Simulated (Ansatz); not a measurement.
An Ansatz (a quantum-chemistry and plane-wave program) run: InN with a change (pressure 30 GPa); Kohn–Sham DFT with the r2SCAN functional, run in Ansatz with PAW and 500 eV plane waves, without spin-orbit coupling, earlier PAW set.

Input:

Ansatz 0.2 input:
```yaml
crystal:
  lattice:
    - [3.4347086019, 0, 0]
    - [-1.7173543009, 2.9745449038, 0]
    - [0, 0, 5.514102564]
  atoms:
    - { symbol: In, position: [0.6666666667, 0.3333333333, 0.002926875] }
    - { symbol: In, position: [0.3333333333, 0.6666666667, 0.502926875] }
    - { symbol: N, position: [0.6666666667, 0.3333333333, 0.622273125] }
    - { symbol: N, position: [0.3333333333, 0.6666666667, 0.122273125] }
basis: { ecutwfc: 500, ecutrho_ratio: 4, xc_grid: 4, fft_grid_basis: typed }
kpoints: { mp_grid: { grid: [11, 11, 6] } }
hamiltonian:
  xc: r2scan
  dispersion: none
  pseudopotentials: { azcp: { folder: ./paw }, kind: paw }
scf: { occupations: { method: fermi_dirac, width: 0.05 } }
relax: { f_tol: 0.01, max_steps: 60, cell: { stress_tol: 0.02, p_target: 30.0 } }
output: { forces: true, stress: true }
checkpoint: { write: state.ck, write_every: 1000 }
```

Output (explanatory and most iteration lines left out):

```
Relaxation: its limit of steps is 60 (relax.max_steps)
Pseudopotential: In, paw, valence charge 13
Pseudopotential: N, paw, valence charge 5
Crystal: 4 atoms, lattice volume = 56.336 Å³
Basis set: ecut = 500 eV, 1413 PW (Γ), exchange–correlation on 108×108×180 points (64 copies of the dense FFT grid, shifted against one another)
Bands: 22, of which v1, the nominal top of the filled ones, is band 18 counted from 1 (17 counted from 0)
Symmetry: 12 space group operations
Space group: P63mc (ITA 186), of the structure as read, at distance tolerance 3.8e-5 Å
k-points: 64 of 726 (time reversal used)
Functional: x = r2scan, c = r2scan; τ floored in thin density (d = 2e-4 eV/Å³)
SCF iter   1: F=—  HF=-11994.537762 eV  |F-HF|=—  |Δ(HF+E_count)|=         —  Δρ=8.77e-2  dr2=5.41e0  dr2_τ=6.57e-1  ethr=3.10e-3  ⟨swp⟩=5.9  Hψ=6478  notcnv=0
SCF iter   2: F=—  HF=-11993.358985 eV  |F-HF|=—  |Δ(HF+E_count)|=    1.18e0  Δρ=3.72e-2  dr2=5.38e-1  dr2_τ=1.17e-1  ethr=3.10e-3  ⟨swp⟩=3.0  Hψ=3570  notcnv=0
SCF 1 converged in 8 iterations: F = -11993.461130 eV  dr2 = 1.69e-8
relax step   1: F+E_penalty+E_count = -11993.46113033 eV  Δ(F+E_penalty+E_count) = +0.000e0 eV  max|allowed force component| = 4.405e-3 eV/Å  Δτ_max = 0.0000 Å  P = +17.998 GPa  Ω = 56.336 Å³  (8 SCF iters, dr2 threshold 1.00e-7 eV, accepted)
[... steps on the carried basis left out ...]
relax step   7: F+E_penalty+E_count = -11993.05199865 eV  Δ(F+E_penalty+E_count) = +5.514e-4 eV  max|allowed force component| = 1.171e-4 eV/Å  Δτ_max = 0.0000 Å  P = +30.006 GPa  Ω = 53.577 Å³  stress off target by 8.46e-3 GPa  SCF on the basis re-selected at this cell (its energy is not comparable with the rows above)  (6 SCF iters)
SCF converged after 6 iterations
Free energy (F): -11993.051999 eV
Internal energy: -11993.051976 eV  (E = F + TS)
E sigma→0 (E₀):  -11993.051987 eV
Entropy (-TS):   -0.000023 eV (-0.006 meV/atom)
Fermi energy:    12.080653 eV
--- Forces (eV/Å), atoms counted from 1 ---
  atom   1  In     0.00000000     0.00000000    -0.00010769
  atom   2  In    -0.00000000     0.00000000    -0.00010769
  atom   3  N     -0.00000000    -0.00000000     0.00012642
  atom   4  N      0.00000000    -0.00000000     0.00012642
--- Stress (GPa, compression-positive) ---
       30.008456      -0.000000      -0.000000
       -0.000000      30.008456       0.000000
       -0.000000       0.000000      30.001700
  P = ⅓ Tr σ = 30.0062 GPa (300.062 kbar)
--- Relaxed structure (6 steps of the walk, 6 accepted, 1 SCFs on fresh bases) ---
  cell:  # Å, volume = 53.5766 Å³
    - [3.3840693498651615, -2.844192243991287e-11, 4.3508713535026865e-45]
    - [-1.6920346749079493, 2.9306900251657404, -4.4831903705022376e-34]
    - [0.0, -8.310774359132952e-34, 5.402145554332662]
  atoms:
    - { symbol: In, position: [0.6666666666666667, 0.33333333333333337, 0.003856759410753074] }
    - { symbol: In, position: [0.33333333333333337, 0.6666666666666666, 0.503856759410753] }
    - { symbol: N, position: [0.6666666666666667, 0.33333333333333337, 0.621343240589247] }
    - { symbol: N, position: [0.33333333333333337, 0.6666666666666666, 0.12134324058924693] }
```

Load acts through the strain it causes; cell and atoms are relaxed under it. Stability against distortions was not tested. Tetrahedral semiconductors of this kind turn to denser phases somewhere between about 1 and 50 GPa; those were not computed, so compressed cells here can lie past the real transition. The cell was made from InN in the wurtzite structure (space group P6_3mc, No. 186) by this change: pressure 30 GPa.
